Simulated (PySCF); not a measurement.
Telling isomers of C₆H₇N apart by NMR

All values are calculated (PySCF 2.14): GFN2-xTB structure, GIAO PBE0/pcSseg-1 shieldings, J couplings at B3LYP/pcJ-1 (spin–dipole term left out of most H,H and C,H couplings). Non-relativistic, isolated molecule, one computed conformer, averaged over atoms made equivalent by symmetry, fast rotation or ring inversion.

References, each an isolated molecule treated in the same way: ¹H (31.72 ppm) and ¹³C (186.93 ppm) against TMS. Multiplet labels drop J under 1 Hz and among equivalent protons, and merge close values. Unscaled 3J(H,H) run several per cent high. Where no couplings were computed, multiplicities follow the n + 1 count of equivalent neighbours, and m marks all less simple cases (inequivalent or close neighbours, rings, F or P nearby). Shifts are as computed. Against solution values, carbons near 30 ppm lie about +3 ppm off and those near 130 ppm about +5 ppm. Of 1211 compounds with measured shifts, 218 miss one by over three times the rms of a fit or turn the order of signals round; such compounds aren't used in these exercises. OH and NH positions are gas-phase values without hydrogen bonding to other molecules.

(1) Tabulate the signals of `C=C1CC[C@H]1C#N`, `Nc1ccccc1`, `Cc1ccncc1` and their relative energies.

(2) What is the quickest way to tell Nc1ccccc1 from Cc1ccncc1?

(3) What is the quickest way to tell C=C1CC[C@H]1C#N from Nc1ccccc1?

(4) What is the quickest way to tell C=C1CC[C@H]1C#N from Cc1ccncc1?

## Answers

(1) 
```tsv
SMILES	carbon types	δC	δH	E rel. (kcal/mol)
C=C1CC[C@H]1C#N	2×C 1×CH 3×CH2	151.4, 125.1, 121.0, 30.6, 29.1, 22.8	5.68 (m, 1H), 5.54 (m, 1H), 3.49 (m, 1H), 3.07 (m, 1H), 2.89 (m, 1H), 2.39 (m, 1H), 2.31 (m, 1H)	47.3
Nc1ccccc1	1×C 5×CH	152.2, 135.1, 121.7, 116.6	7.41 (t, 2H), 6.85 (t, 1H), 6.72 (d, 2H), 3.36 (br s, 2H)	0.0
Cc1ccncc1	1×C 4×CH 1×CH3	155.9, 152.2, 128.9, 23.9	8.87 (d, 2H), 7.24 (d, 2H), 2.51 (s, 3H)	3.8
```

Energies are electronic energies at PBE0/pcSseg-1 on these geometries, without zero-point or thermal terms, each for the one conformer computed, which needn't be the lowest.

(2) Both give the same number of carbon signals, but DEPT or the intensities differ. The first has an aromatic CH at 116.6 ppm, the second a methyl carbon on an aromatic ring (CH3) at 23.9 ppm. Their most deshielded carbons lie at 152.2 and 155.9 ppm. In the proton spectra the most deshielded non-exchanging signals are 7.41 (t, J = 8.7 Hz, 2H) and 8.87 (d, 2H).

(3) Count the carbon signals: 6 against 4. The first has a terminal =CH2 carbon at 121.0 ppm, the second an aromatic CH at 135.1 ppm. Their most deshielded carbons lie at 151.4 and 152.2 ppm. In the proton spectra the most deshielded non-exchanging signals are 5.68 (m, 1H) and 7.41 (t, J = 8.7 Hz, 2H).

(4) Count the carbon signals: 6 against 4. The first has a terminal =CH2 carbon at 121.0 ppm, the second an aromatic CH next to a ring nitrogen at 155.9 ppm. Their most deshielded carbons lie at 151.4 and 155.9 ppm. In the proton spectra the most deshielded non-exchanging signals are 5.68 (m, 1H) and 8.87 (d, 2H).
